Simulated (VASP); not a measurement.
# Cr (Im-3m) in VASP: further runs

Aim: see how the results for Cr move with the level of theory and the settings. Levels: PBEsol, PBE. Tasks: single point.

All numbers are computed with VASP 6.6.1; they aren't measurements. Logs are shortened: lines on timing, memory, paths and dates and some standing lists are left out, and cuts for length are marked.

## 1. The structure

The structure is cubic, space group Im-3m (No. 229). Conventional cell: a = 2.969 Å, b = 2.969 Å, c = 2.969 Å, α = 90.00°, β = 90.00°, γ = 90.00°. Cr (site symmetry m-3m) is surrounded by 8 Cr at 2.57 Å.

## 2. Single point, PBEsol, collinear spin, ferromagnetic start

The input, INCAR:

```
  ALGO = Normal
  EDIFF = 1E-7
  ENCUT = 520
  GGA = PS
  ISIF = 2
  ISMEAR = -1
  ISPIN = 2
  LASPH = True
  LCHARG = False
  LMAXMIX = 4
  LORBIT = 11
  LREAL = False
  LWAVE = False
  MAGMOM = 3
  NBANDS = 16
  NELM = 120
  PREC = Accurate
  SIGMA = 0.05
```

The input, KPOINTS:

```
k-points
0
Gamma
  12 12 12
```

The input, POSCAR:

```
Cr
1.0
   -1.4844496776      1.4844496776      1.4844496776
    1.4844496776     -1.4844496776      1.4844496776
    1.4844496776      1.4844496776     -1.4844496776
Cr
1
Direct
    0.0000000000      0.0000000000      0.0000000000
```

Potentials or basis: VASP PAW PBE potentials, release 64 (Cr_pv).

Launch:

```
$ cat potpaw_PBE.64/Cr_pv/POTCAR > POTCAR
$ mpirun -np 1 vasp_std > vasp.out
```

OUTCAR:

```text
EDIFF = 1E-7
   ENCUT = 520
   GGA = PS
   ISIF = 2
   ISMEAR = -1
   ISPIN = 2
   LASPH = True
   LORBIT = 11
   LREAL = False
   NELM = 120
   PREC = Accurate

 ion  position               nearest neighbor table
   1  0.000  0.000  0.000-

  LATTYP: Found a body centered cubic cell.
 ALAT       =     2.9688993552

  Lattice vectors:

 A1 = (  -1.4844496776,   1.4844496776,   1.4844496776)
 A2 = (   1.4844496776,  -1.4844496776,   1.4844496776)
 A3 = (   1.4844496776,   1.4844496776,  -1.4844496776)

Analysis of symmetry for initial positions (statically):
=====================================================================
 Subroutine PRICEL returns:
 Original cell was already a primitive cell.

 Routine SETGRP: Setting up the symmetry group for a
 body centered cubic supercell.

 Subroutine GETGRP returns: Found 48 space group operations
 (whereof 48 operations were pure point group operations)
 out of a pool of 48 trial point group operations.

The static configuration has the point symmetry O_h .

Analysis of symmetry for dynamics (positions and initial velocities):
=====================================================================
 Subroutine PRICEL returns:
 Original cell was already a primitive cell.

 Routine SETGRP: Setting up the symmetry group for a
 body centered cubic supercell.

 Subroutine GETGRP returns: Found 48 space group operations
 (whereof 48 operations were pure point group operations)
 out of a pool of 48 trial point group operations.

The dynamic configuration has the point symmetry O_h .

Analysis of structural, dynamic, and magnetic symmetry:
=====================================================================
 Subroutine PRICEL returns:
 Original cell was already a primitive cell.

 Routine SETGRP: Setting up the symmetry group for a
 body centered cubic supercell.

 Subroutine GETGRP returns: Found 48 space group operations
 (whereof 48 operations were pure point group operations)
 out of a pool of 48 trial point group operations.

The overall configuration has the point symmetry O_h .

 Subroutine INISYM returns: Found 48 space group operations
 (whereof 48 operations are pure point group operations),
 and found     1 'primitive' translations

----------------------------------------------------------------------------------------

                                     Primitive cell

  volume of cell :      13.0845

  direct lattice vectors                    reciprocal lattice vectors
    -1.484449678  1.484449678  1.484449678     0.000000000  0.336825160  0.336825160
     1.484449678 -1.484449678  1.484449678     0.336825160  0.000000000  0.336825160
     1.484449678  1.484449678 -1.484449678     0.336825160  0.336825160  0.000000000

  length of vectors
     2.571142263  2.571142263  2.571142263     0.476342709  0.476342709  0.476342709

  position of ions in fractional coordinates (direct lattice)
     0.000000000  0.000000000  0.000000000

  ion indices of the primitive-cell ions
   primitive index   ion index
                 1           1

----------------------------------------------------------------------------------------

 KPOINTS: k-points

Automatic generation of k-mesh.
 Grid dimensions read from file:
 generate k-points for:   12   12   12

 Generating k-lattice:

  Cartesian coordinates                     Fractional coordinates (reciprocal lattice)
     0.000000000  0.028068763  0.028068763     0.083333333  0.000000000  0.000000000
     0.028068763  0.000000000  0.028068763     0.000000000  0.083333333  0.000000000
     0.028068763  0.028068763  0.000000000     0.000000000  0.000000000  0.083333333

  Length of vectors
     0.039695226  0.039695226  0.039695226

  Shift w.r.t. Gamma in fractional coordinates (k-lattice)
     0.000000000  0.000000000  0.000000000

 Subroutine IBZKPT returns following result:
 ===========================================

 Found     72 irreducible k-points:

 Following reciprocal coordinates:
            Coordinates               Weight
  0.000000  0.000000  0.000000      1.000000
  0.083333  0.000000  0.000000     12.000000
  0.166667  0.000000  0.000000     12.000000
  0.250000  0.000000  0.000000     12.000000
  0.333333  0.000000  0.000000     12.000000
  0.416667  0.000000  0.000000     12.000000
[... 16 lines left out ...]
  0.333333  0.083333  0.083333     24.000000
  0.416667  0.083333  0.083333     12.000000
 [... further k-points ...]
   k-points           NKPTS =     72   k-points in BZ     NKDIM =     72   number of bands    NBANDS=     16
   number of dos      NEDOS =    301   number of ions     NIONS =      1
   total plane-waves  NPLWV =   8000
   dimension x,y,z NGX =    20 NGY =   20 NGZ =   20
   dimension x,y,z NGXF=    40 NGYF=   40 NGZF=   40
   ions per type =               1
   NGX,Y,Z   is equivalent  to a cutoff of  12.93, 12.93, 12.93 a.u.
   NGXF,Y,Z  is equivalent  to a cutoff of  25.86, 25.86, 25.86 a.u.
 SYSTEM =  unknown system
   PREC   = accura    normal or accurate (medium, high low for compatibility)
   ISTART =      0    job   : 0-new  1-cont  2-samecut
   ICHARG =      2    charge: 1-file 2-atom 10-const
   ISPIN  =      2    spin polarized calculation?
   LNONCOLLINEAR =      F non collinear calculations
   LSORBIT =      F    spin-orbit coupling
   LASPH  =      T    aspherical Exc in radial PAW
   ENCUT  =  520.0 eV  38.22 Ry    6.18 a.u.   4.78  4.78  4.78*2*pi/ulx,y,z
   NELM   =    120;   NELMIN=  2; NELMDL= -5     # of ELM steps
   EDIFF  = 0.1E-06   stopping-criterion for ELM
   LREAL  =      F    real-space projection
   EDIFFG = 0.1E-05   stopping-criterion for IOM
   NSW    =      0    number of steps for IOM
   IBRION =     -1    ionic relax: 0-MD 1-quasi-New 2-CG
   NFREE  =      0    steps in history (QN), initial steepest desc. (CG)
   ISIF   =      2    stress and relaxation
   ISYM   =      2    0-nonsym 1-usesym 2-fastsym
   POTIM  = 0.5000    time-step for ionic-motion
   TEBEG  =    0.0;   TEEND  =   0.0 temperature during run
   PSTRESS=    0.0 pullay stress
   NELECT =      12.0000    total number of electrons
   NUPDOWN=      -1.0000    fix difference up-down
   EMIN   =  10.00;   EMAX   =-10.00  energy-range for DOS
   EFERMI =   0.00;   METHOD = LEGACY
   ISMEAR =    -1;   SIGMA  =   0.05  broadening in eV -4-tet -1-fermi 0-gaus
   EFERMI_NEDOS =   21; number of points for ismear=-14 and -15
   IALGO  =     38    algorithm
   IMIX   =      4    mixing-type and parameters
     AMIX     =   0.40;   BMIX     =  1.00
     AMIX_MAG =   1.60;   BMIX_MAG =  1.00
  volume/ion in A,a.u.               =      13.08        88.30
  Fermi-wavevector in a.u.,A,eV,Ry     =   1.590559  3.005721 34.421077  2.529878
  Thomas-Fermi vector in A             =   2.689235
   LORBIT       =     11    0 simple, 1 ext, 2 COOP (PROOUT), +10 PAW based schemes
   GGA     = PS    functional components
   LHFCALC =     F    Hartree Fock is set to
   AEXX    =    0.0000 exact exchange contribution
   IVDW    =     0    specifies the selected vdW correction
   LEPSILON=     F    determine dielectric tensor
   LRPA    =     F    only Hartree local field effects (RPA)
 spin polarized calculation
  energy-cutoff  :      520.00
  volume of cell :       13.08
 maximum number of plane-waves:       370
   NGX =  9   NGY =  9   NGZ =  9

 number of electron      12.0000008 magnetization      -0.0001153

 number of electron      12.0000008 magnetization       0.0000044

 Free energy of the ion-electron system (eV)
  ---------------------------------------------------
  ext. energy  EPLUGINS =         0.00000000
  ---------------------------------------------------
  free energy    TOTEN  =       -10.01730934 eV

  energy without entropy =      -10.01120542  energy(sigma->0) =      -10.01425738

 E-fermi :   9.1058     XC(G=0): -13.1153

 val. band max:        9.0615435140   @ k =   0.1667   0.0000   0.0000
 cond. band min:       9.1300844668   @ k =   0.4167   0.0833   0.0000
 fundamental gap:      0.0685409528
 Fermi energy:         9.1058207542

 spin component 1

 k-point     1 :       0.0000    0.0000    0.0000
  band No.  band energies     occupation
      1     -33.5738      1.00000
      2     -33.5738      1.00000
      3     -33.5738      1.00000
      4       1.7359      1.00000
      5       8.3926      1.00000
      6       8.3926      1.00000
[... 8 lines left out ...]
     15      36.8484      0.00000
     16      40.3347      0.00000
[... 419 lines left out ...]
 k-point    24 :       0.4167    0.0833    0.0833
  band No.  band energies     occupation
      1     -34.1514      1.00000
      2     -33.8007      1.00000
      3     -33.6160      1.00000
      4       5.6919      1.00000
      5       7.0191      1.00000
      6       8.9013      0.98354
[... 8 lines left out ...]
     15      38.2396      0.00000
     16      39.6098      0.00000

 [... further k-points ...]

 spin component 2

 k-point     1 :       0.0000    0.0000    0.0000
  band No.  band energies     occupation
      1     -33.5738      1.00000
      2     -33.5738      1.00000
      3     -33.5738      1.00000
      4       1.7359      1.00000
      5       8.3926      1.00000
      6       8.3926      1.00000
[... 8 lines left out ...]
     15      36.8484      0.00000
     16      40.3346      0.00000
[... 419 lines left out ...]
 k-point    24 :       0.4167    0.0833    0.0833
  band No.  band energies     occupation
      1     -34.1514      1.00000
      2     -33.8007      1.00000
      3     -33.6160      1.00000
      4       5.6919      1.00000
      5       7.0191      1.00000
      6       8.9013      0.98353
[... 8 lines left out ...]
     15      38.2396      0.00000
     16      39.6098      0.00000

 [... further k-points ...]

------------------------ aborting loop because EDIFF is reached ----------------------------------------

  FORCE on cell =-STRESS in cart. coord.  units (eV):
  Direction    XX          YY          ZZ          XY          YZ          ZX
  --------------------------------------------------------------------------------------
  -------------------------------------------------------------------------------------
  Total       -2.6558205     -2.6558205     -2.6558205      0.0000000      0.0000000     -0.0000000
  in kB     -325.2017483   -325.2017483   -325.2017483      0.0000000      0.0000000     -0.0000000
  external PRESSURE =    -325.2017483 kB  Pullay stress =       0.0000000 kB

 VOLUME and BASIS-vectors are now :
 -----------------------------------------------------------------------------
  energy-cutoff  :      520.00
  volume of cell :       13.08
      direct lattice vectors                 reciprocal lattice vectors
    -1.484449678  1.484449678  1.484449678     0.000000000  0.336825160  0.336825160
     1.484449678 -1.484449678  1.484449678     0.336825160  0.000000000  0.336825160
     1.484449678  1.484449678 -1.484449678     0.336825160  0.336825160  0.000000000

 POSITION                                       TOTAL-FORCE (eV/Angst)
 -----------------------------------------------------------------------------------
      0.00000      0.00000      0.00000         0.000000     -0.000000      0.000000
 -----------------------------------------------------------------------------------
    total drift:                                0.000000     -0.000000      0.000000

  FREE ENERGIE OF THE ION-ELECTRON SYSTEM (eV)
  ---------------------------------------------------
  free  energy   TOTEN  =       -10.0173093384 eV

  energy  without entropy=      -10.0112054244  energy(sigma->0) =      -10.01425738

 total charge

# of ion       s       p       d       tot
------------------------------------------
    1        0.389   6.331   4.092  10.812

 magnetization (x)

# of ion       s       p       d       tot
------------------------------------------
    1       -0.000   0.000   0.000   0.000
```

Run time: 17 s. Hardware: 1 thread of AMD EPYC 9R45 (Zen 5), shared host; peak memory 0.11 GiB.

Results:

| Property | Result |
| --- | --- |
| Free energy | -10.0173 eV |
| Pressure | -32.5 GPa |
| Band gap on the k mesh | none (metal or under the smearing width) |
| Net moment | 0.00 μB per cell |
| Valence electrons inside the program's atomic spheres | Cr 10.81 |

Levels at points of the mesh, in eV from the Fermi level:
Spin up:
| k point | band 3 | band 4 | band 5 | band 6 | band 7 | band 8 | band 9 | band 10 |
| --- | --- | --- | --- | --- | --- | --- | --- | --- |
| (0.00, 0.00, 0.00) | -42.68 | -7.37 | -0.71 | -0.71 | -0.71 | 1.00 | 1.00 | 7.09 |
| (0.50, 0.00, 0.00) | -42.68 | -3.82 | -2.01 | 0.89 | 0.99 | 1.27 | 2.45 | 7.08 |
| (0.50, 0.50, 0.50) | -43.11 | -3.59 | -3.59 | 2.12 | 2.12 | 2.12 | 7.09 | 9.55 |
Spin down:
| k point | band 2 | band 3 | band 4 | band 5 | band 6 | band 7 | band 8 | band 9 | band 10 | band 11 |
| --- | --- | --- | --- | --- | --- | --- | --- | --- | --- | --- |
| (0.00, 0.00, 0.00) | -42.68 | -42.68 | -7.37 | -0.71 | -0.71 | -0.71 | 1.00 | 1.00 | 7.09 | 21.36 |
| (0.50, 0.00, 0.00) | -42.88 | -42.68 | -3.82 | -2.01 | 0.89 | 0.99 | 1.27 | 2.45 | 7.08 | 8.57 |
| (0.50, 0.50, 0.50) | -43.11 | -43.11 | -3.59 | -3.59 | 2.12 | 2.12 | 2.12 | 7.09 | 9.55 | 9.55 |

Caveat: the starting moments collapsed, and a magnetic state may lie lower; a pressure of tens of GPa on the cell as given is suspect, and the run, the potentials or the cell itself is likely at fault; the PAW data sets were made with another functional, which shifts forces and pressure a little.

## 3. Single point, PBEsol, collinear spin, ferromagnetic start (cell strained at random at fixed volume)

INCAR is that of step 2.

KPOINTS is that of step 2.

The input, POSCAR:

```
Cr
1.0
   -1.4806240000      1.4726660000      1.4227520000
    1.5490710000     -1.4964210000      1.5149530000
    1.4669230000      1.4827200000     -1.4465060000
Cr
1
Direct
    0.0065450000     -0.0049150000     -0.0232640000
```

Potentials or basis: VASP PAW PBE potentials, release 64 (Cr_pv).

Launch:

```
$ cat potpaw_PBE.64/Cr_pv/POTCAR > POTCAR
$ mpirun -np 1 vasp_std > vasp.out
```

It took 3.2 min on 1 thread of AMD EPYC 9R45 (Zen 5), shared host; peak memory 0.31 GiB.

The run converged. Its results:

| Property | Result |
| --- | --- |
| Free energy | -10.0086 eV |
| Pressure | -32.2 GPa |
| Band gap on the k mesh | none (metal or under the smearing width) |
| Net moment | 0.00 μB per cell |
| Valence electrons inside the program's atomic spheres | Cr 10.81 |

Stress tensor (GPa, compression positive):
```
-35.99   0.23  -2.45
  0.23 -31.08   0.84
 -2.45   0.84 -29.54
```

Levels at points of the mesh, in eV from the Fermi level:
Spin up:
```tsv
k point	band 2	band 3	band 4	band 5	band 6	band 7	band 8	band 9	band 10	band 11
(0.00, 0.00, 0.00)	-42.68	-42.65	-7.37	-0.96	-0.79	-0.44	0.93	1.09	7.08	20.66
(0.50, 0.00, 0.00)	-42.92	-42.69	-3.82	-2.13	1.06	1.16	1.27	2.49	7.07	8.87
(0.00, 0.50, 0.00)	-42.84	-42.66	-3.85	-2.07	0.49	1.05	1.41	2.31	7.07	8.08
(0.50, 0.50, 0.00)	-42.87	-42.68	-3.82	-1.95	0.74	0.91	1.26	2.38	7.07	8.39
(0.00, 0.00, 0.50)	-42.89	-42.68	-3.82	-1.93	0.88	0.89	1.21	2.45	7.07	8.55
(0.50, 0.00, 0.50)	-42.92	-42.71	-3.81	-1.91	0.80	1.13	1.26	2.57	7.08	8.97
(0.00, 0.50, 0.50)	-42.89	-42.68	-3.83	-2.18	0.89	1.14	1.37	2.40	7.07	8.56
(0.50, 0.50, 0.50)	-43.12	-43.08	-3.62	-3.56	1.88	2.14	2.32	7.08	9.04	9.72
```
Spin down:
```
           k point  band 4  band 5  band 6  band 7  band 8  band 9
(0.00, 0.00, 0.00)   -7.37   -0.96   -0.79   -0.44    0.93    1.09
(0.50, 0.00, 0.00)   -3.82   -2.13    1.06    1.16    1.27    2.49
(0.00, 0.50, 0.00)   -3.85   -2.07    0.49    1.05    1.41    2.31
(0.50, 0.50, 0.00)   -3.82   -1.95    0.74    0.91    1.26    2.38
(0.00, 0.00, 0.50)   -3.82   -1.93    0.88    0.89    1.21    2.45
(0.50, 0.00, 0.50)   -3.81   -1.91    0.80    1.13    1.26    2.57
(0.00, 0.50, 0.50)   -3.83   -2.18    0.89    1.14    1.37    2.40
(0.50, 0.50, 0.50)   -3.62   -3.56    1.88    2.14    2.32    7.08
```

Caveat: the starting moments collapsed, and a magnetic state may lie lower; the cell as given lies far from equilibrium; the potentials were made for another functional, which shifts forces and pressure.

(Part 1 of 2 ends here.)
